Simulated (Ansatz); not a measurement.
# TaS2 (P-3m1): zero-pressure volume and bulk modulus with r²SCAN + D3(BJ)-ATM

An exercise on one series of results from a longer session: the logs are not shown, and one member is left open.

Method: DFT r²SCAN + D3(BJ)-ATM, scalar-relativistic, plane waves, PAW, in Ansatz 0.2.0.

1 further run of the same task is left out (set aside as unsound or not needed). Runs told in other sessions of the task aren't counted.

### The structure to begin with

The structure is trigonal, space group P-3m1 (No. 164). Conventional cell: a = 3.337 Å, b = 3.337 Å, c = 5.906 Å, α = 90.00°, β = 90.00°, γ = 120.00°. Ta (site symmetry -3m) has 6 S at 2.47 Å in its first shell of neighbours. S (site symmetry 3m) has 3 Ta at 2.47 Å in its first shell of neighbours.

Structure file:

```
Ta S
1.0
     3.33684    0.00000    0.00000
    -1.66842    2.88979    0.00000
     0.00000    0.00000    5.90631
Ta S
1 2
Direct
  0.00000 0.00000 0.00000
  0.33333 0.66667 0.26179
  0.66667 0.33333 0.73821
```

At PBE, an earlier run found 2.71 GPa for this cell of 18.984 Å³/atom (8×8×4 mesh), a metal on this mesh, no moment left.

Set-up of the first run:

Contents of input.yaml:

```yaml
crystal:
  lattice:
    - [3.3368432777, 0.0, 0.0]
    - [-1.6684216388, 2.8897910469, 0.0]
    - [0.0, 0.0, 5.9063051333]
  atoms:
    - { symbol: Ta, position: [0.0, 0.0, 0.0], spin: 0.05 }
    - { symbol: S, position: [0.3333333333, 0.6666666667, 0.2617897483] }
    - { symbol: S, position: [0.6666666667, 0.3333333333, 0.7382102517] }
basis:
  ecutwfc: 500
  ecutrho_ratio: 4
kpoints:
  mp_grid: { grid: [8, 8, 4] }
hamiltonian:
  xc: r2scan
  dispersion: d3bjatm
scf:
  occupations: { method: gaussian, width: 0.05 }
output:
  forces: true
  stress: true
  eigenvalues: true
  populations: true
magnetization:
  spin_polarized: true
relax:
  f_tol: 0.02
  max_steps: 40
  cell: { stress_tol: 0.2, fix: [volume] }
checkpoint:
  read: start.run
  write: ck
  compress: false
  write_wavefunctions: false
  write_every: 100000
```

start.run holds the state of a PBE run on this cell.

Launch:

```sh
$ ansatz run input.yaml --threads 4 --pin off --max-ram 8192MiB --backend cpu --events-out ev --progress --plain --runs-dir out
```

Among the steps run: At the given cell; Stepping to 19.133 Å³/atom; Stepping to 19.470 Å³/atom; Stepping to 19.502 Å³/atom; Volume × 0.98 of the new zero; Volume × 1.02 of the new zero; Volume × 0.96 of the new zero; Volume × 1.04 of the new zero.

One table of the session follows, with a row left open; its other results are not shown here.

It belongs to the step «Energy and pressure against volume». 

```
volume (Å³/atom)  energy (meV/atom)  pressure (GPa)
          18.722               4.24            1.85
          19.112                  ?               ?
          19.502               0.00            0.03
          19.892               0.77           -0.62
          20.282               2.92           -1.14
```

**Question.** Estimate the row for volume (Å³/atom) = 19.112.

Worked estimate for «energy (meV/atom)». A straight line through the neighbours (18.722, 4.24) and (19.502, 0.00) gives 4.24 + (0.00 − 4.24) × (19.112 − 18.722) / (19.502 − 18.722) = 2.12; a parabola fitted to 3 rows on both sides gives 1.16.

As computed: energy (meV/atom): 1.01; pressure (GPa): 0.82. In «energy (meV/atom)» the line misses by +1.11 and the parabola by +0.15.

Caveats from the session: Warnings in the runs' records: seeded moment not kept.
